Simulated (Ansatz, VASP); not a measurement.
## ZnS in VASP and in Ansatz

The input INCAR:

```
  PREC = Accurate
  ENCUT = 520
  EDIFF = 1E-8
  ISMEAR = -1
  SIGMA = 0.01
  LREAL = False
  LASPH = True
  NELM = 60
  ALGO = Normal
  ISIF = 2
  LWAVE = False
  LCHARG = False
  GGA = PS
  LEFG = True
  NBANDS = 16
```

Contents of KPOINTS:

```
regular mesh
0
Gamma
  8 8 8
```

File POSCAR:

```
ZnS
1.0
    0.0000000000      2.6956042803      2.6956042803
    2.6956042803      0.0000000000      2.6956042803
    2.6956042803      2.6956042803      0.0000000000
Zn S
1 1
Direct
    0.0000000000      0.0000000000      0.0000000000
    0.7500000000      0.7500000000      0.7500000000
```

Input for Ansatz:

```yaml
crystal:
  lattice:
    - [0.0, 2.6956042803, 2.6956042803]
    - [2.6956042803, 0.0, 2.6956042803]
    - [2.6956042803, 2.6956042803, 0.0]
  atoms:
    - { symbol: Zn, position: [0.0, 0.0, 0.0] }
    - { symbol: S, position: [0.75, 0.75, 0.75] }
kpoints:
  mp_grid: { grid: [8, 8, 8] }
scf:
  occupations: { method: fermi_dirac, width: 0.01 }
hamiltonian:
  xc: pbesol
  pseudopotentials: { kind: paw }
output:
  forces: true
  stress: true
  eigenvalues: true
  efg: { contact_densities: true }
  write_density: true
  write_potential: true
  elf: true
  volumetric_format: npy
```

Change from the starting cell: volume scaled by 0.99, PAW files.

Alike in both runs: task electric field gradients; functional PBEsol; k mesh 8 × 8 × 8; occupations fermi-dirac, width 0.01 eV; no spin polarisation.

|  | VASP | Ansatz |
| --- | --- | --- |
| version | VASP 6.6.1 | Ansatz 0.2.0 |
| potentials or method | VASP PAW PBE potentials, release 64 (Zn, S) | PAW with Ansatz's default frozen-core files, scalar-relativistic |
| plane-wave cutoff (eV) | 520 | 420 |
| valence electrons in the cell | 18 | 18 |

|  | VASP | Ansatz | Ansatz less VASP |
| --- | --- | --- | --- |
| gap on the k mesh at the Fermi level (eV) | 2.01 | 2.00 | -0.006 |
| pressure (GPa) | -1.3 | -1.5 | -0.19 |
| Vzz of the field gradient on the site that differs most (V/Å²) | 0.0 | 0.0 | +0.01 |

Caveats: the PAW data sets were made with another functional, which shifts forces and pressure a little (VASP).
